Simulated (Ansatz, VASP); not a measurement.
## One calculation of Pb, two programs

INCAR

```
ALGO = Normal
EDIFF = 1E-7
ENCUT = 520
GGA = PS
ISIF = 2
ISMEAR = -1
LASPH = True
LCHARG = False
LREAL = False
LWAVE = False
NBANDS = 21
NELM = 80
PREC = Accurate
SIGMA = 0.05
```

The input KPOINTS:

```
k-points
0
Gamma
  9 9 5
```

Contents of POSCAR:

```
Pb
1.0
    3.5257947253      0.0000000000      0.0000000000
   -1.7628973626      3.0534278007      0.0000000000
    0.0000000000      0.0000000000      5.6635610674
Pb
2
Direct
    0.6666666667      0.3333333333      0.7500000000
    0.3333333333      0.6666666667      0.2500000000
```

File input.yaml:

```yaml
crystal:
  lattice:
    - [3.5257947253, 0.0, 0.0]
    - [-1.7628973626, 3.0534278007, 0.0]
    - [0.0, 0.0, 5.6635610674]
  atoms:
    - { symbol: Pb, position: [0.6666666667, 0.3333333333, 0.75] }
    - { symbol: Pb, position: [0.3333333333, 0.6666666667, 0.25] }
hamiltonian:
  xc: pbesol
  pseudopotentials: { kind: paw }
kpoints:
  mp_grid: { grid: [9, 9, 5] }
scf:
  occupations: { method: fermi_dirac, width: 0.05 }
output:
  forces: true
  stress: true
  eigenvalues: true
```

Change from the starting cell: volume scaled by 1.04.

Alike in both runs: task single point; functional PBEsol; k mesh 9 × 9 × 5; occupations fermi-dirac, width 0.05 eV; no spin polarisation.

```csv
,VASP,Ansatz
version,VASP 6.6.1,Ansatz 0.2.0
potentials or method,"VASP PAW PBE potentials, release 64 (Pb_d)",Ansatz PAW
plane-wave cutoff (eV),520,420
valence electrons in the cell,28,28
```

Ansatz gave:

* gap on the k mesh at the Fermi level (eV): none
* pressure (GPa): -0.7
* largest component of the traceless stress (GPa): 1.94

Problem. What did VASP give for the same quantities?

Solution. gap on the k mesh at the Fermi level (eV): none; pressure (GPa): -0.8; largest component of the traceless stress (GPa): 1.92.

A gap of «none» marks a metal or a gap that the smearing closes.

Caveats: the PAW data sets were made with another functional, which shifts forces and pressure a little (VASP); the PAW data sets come from PBE, with cores solved anew for the run's functional, which leaves a small shift of forces and pressure (Ansatz). The runs have no spin-orbit coupling, so splittings on Pb are missing.
